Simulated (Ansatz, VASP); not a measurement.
**Re: VASP beside Ansatz**

Contents of INCAR:

```
SYSTEM = Re
PREC = Accurate
ENCUT = 520
EDIFF = 1E-6
ISMEAR = -1
SIGMA = 0.1
LREAL = .False.
LASPH = .True.
NELM = 60
ALGO = Normal
ISIF = 2
LWAVE = .False.
LCHARG = .False.
GGA = PE
NBANDS = 14
```

File KPOINTS:

```
Automatic mesh
0
Gamma
  12 12 12
  0 0 0
```

Contents of POSCAR:

```
Re
1.0
    0.0000000000      2.1656193263      2.1656193263
    2.1656193263      0.0000000000      2.1656193263
    2.1656193263      2.1656193263      0.0000000000
Re
2
Direct
   -0.1250000000     -0.1250000000     -0.1250000000
    0.1250000000      0.1250000000      0.1250000000
```

Input for Ansatz:

```yaml
crystal:
  lattice:
    - [0.0, 2.1656193263, 2.1656193263]
    - [2.1656193263, 0.0, 2.1656193263]
    - [2.1656193263, 2.1656193263, 0.0]
  atoms:
    - { symbol: Re, position: [-0.125, -0.125, -0.125] }
    - { symbol: Re, position: [0.125, 0.125, 0.125] }
kpoints:
  mp_grid: { grid: [12, 12, 12] }
scf:
  occupations: { method: fermi_dirac, width: 0.1 }
hamiltonian:
  xc: pbe
  pseudopotentials: { kind: all_electron, lapw: { basis_error: 0.001 } }
output:
  forces: true
  stress: true
  eigenvalues: true
  populations: true
```

Change from the starting cell: volume scaled by 0.45, LAPW.

Alike in both runs: task single point; functional PBE; k mesh 12 × 12 × 12; occupations fermi-dirac, width 0.1 eV; no spin polarisation.

|  | VASP | Ansatz |
| --- | --- | --- |
| version | VASP 6.6.1 | Ansatz 0.2.0 |
| potentials or method | VASP PAW PBE potentials, release 64 (Re) | all-electron LAPW, scalar-relativistic |
| plane-wave cutoff (eV) | 520 | see its input |

Ansatz gave:

| Quantity | Value |
| --- | --- |
| pressure (GPa) | 724.0 |

Q: Estimate VASP's values.

A: Pressure (GPa): 566.3.

One of these differences is far larger than is usual between the two programs; its cause wasn't traced. Ansatz ran all-electron here, so the differences hold the error of VASP's frozen core and of both bases.

Caveats: the cell as given lies far from equilibrium; so large a pressure means that the cell lies far from this level's equilibrium, or that cutoff or potentials fall short (VASP). The runs have no spin-orbit coupling, so splittings on Re are missing.
